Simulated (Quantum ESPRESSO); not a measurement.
V:

```
CELL_PARAMETERS angstrom
2.60429 0.00000 0.00000
-1.30215 2.25538 0.00000
0.00000 0.00000 4.72334
ATOMIC_POSITIONS crystal
V 0.33333 0.66667 0.25000
V 0.66667 0.33333 0.75000
```

This isn't the form of V at room conditions, which is bcc.

Base run:

* Program: Quantum ESPRESSO 7.5
* Functional: PBEsol
* Potentials or basis: GBRV 1.5 PBEsol
* Cutoff: 612 eV
* Density cutoff: 4898 eV
* k mesh: 12 × 12 × 6
* Occupations: fermi-dirac, width 0.05 eV
* Spin: collinear spin, antiferromagnetic start
* Starting moments: [2.0, -2.0] μB
* Hubbard terms: V d U = 5 eV

Its results: band gap on the k mesh none (metal or under the smearing width); pressure 44.6 GPa; net moment 0.00 μB per cell; site moments V +2.96, -2.96 μB.

Q: The run is repeated on the same cell with these changes: hubbard terms from V d U = 5 eV to V d U = 2 eV. What comes out?

A: Band gap on the k mesh none (metal or under the smearing width); pressure -0.1 GPa; net moment 0.00 μB per cell; site moments V +0.91, -0.91 μB.

Caveats: the U is typed as a test and isn't derived for this compound; a pressure of tens of GPa on the cell as given is suspect, and the run, the potentials or the cell itself is likely at fault (some runs).
